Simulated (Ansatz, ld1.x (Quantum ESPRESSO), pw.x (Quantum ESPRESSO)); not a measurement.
Equation-of-state test of one TM potential (Cl)

| Property | Result |
| --- | --- |
| Element | Cl (Z = 17) |
| Generator | ld1.x (Quantum ESPRESSO) 7.5 |
| Type | norm-conserving Troullier–Martins (Kleinman–Bylander form) |
| Functional | PBE |
| Relativity | scalar-relativistic |
| Frozen core | [Ne] |
| Valence charge | 7 |
| Reference configuration | 3s2 3p4 (charge +1) |
| Partial waves | 3p (bound): rc 1.50 bohr; 3d channel at 0.45 Ry: rc 1.35 bohr; 3s (bound): rc 1.10 bohr |
| Local potential | the s channel |
| Core correction | Bessel-smoothed model core, default radius (core density twice the valence density) |

Atomic tests: cutoffs needed: 60 Ry and 140 Ry (the cutoffs (Ry, on a coarse ladder) from which the occupation-weighted sum of valence levels, in a spherical-Bessel basis at the reference potential, stays within 10 and 1 mRy of its value at 400 Ry); ghost test: no extra level below or beside the all-electron valence levels (p, d, s, f tested) (spherical-Bessel basis up to 400 Ry, 20 bohr box); largest excitation error: +162 meV (all-electron minus pseudo) for 3s2 3p1, out of 7 test configurations.

Crystal test: bcc Cl in pw.x 7.5, no spin, 13³ k-points, Fermi–Dirac smearing 0.01 Ry, cutoffs 170/680 Ry. The reference is all-electron LAPW (Ansatz 0.2.0) with the same functional, mesh and smearing; V0 and B0 come from Birch–Murnaghan fits to the pressures at five volumes. Errors are pseudo minus all-electron; Δ is the rms difference of the E(V) curves that follow from these fits, minima aligned, over ±6 % about the mean V0. Mesh and smearing are coarse, so the numbers serve the comparison and aren't converged zero-temperature values; the lattice is a test structure that the element need not adopt.

```
V (Å³/atom)  P all-electron (GPa)  P pseudo (GPa)
     20.830                  1.44            1.34
     21.378                  0.56            0.47
     21.926                 -0.18           -0.26
     22.474                 -0.81           -0.89
     23.022                 -1.34           -1.41
```

All-electron: a0 = 3.519 Å (V0 = 21.78 Å³/atom), B0 = 28.3 GPa.

Pseudopotential: mean pressure error (GPa): -0.09; a0 (Å): 3.515; a0 error (%): -0.10; B0 error (%): +0.7; Δ (meV/atom): 0.4.

Q: At the middle volume, how do free energy and pressure move when the wave cutoff is lowered (ecutrho kept at four times it)?

A:

```json
{"cutoff (Ry)": "76", "shift of F (meV/atom)": "+35.7", "shift of P (GPa)": "+0.08"}
{"cutoff (Ry)": "102", "shift of F (meV/atom)": "+28.4", "shift of P (GPa)": "-0.44"}
{"cutoff (Ry)": "136", "shift of F (meV/atom)": "+2.0", "shift of P (GPa)": "-0.18"}
```

The run at the middle volume (84 k-points, 7 iterations) took about 44 s on one core of a shared host (Neoverse-V2, 96 threads, 742 GiB, load 35).
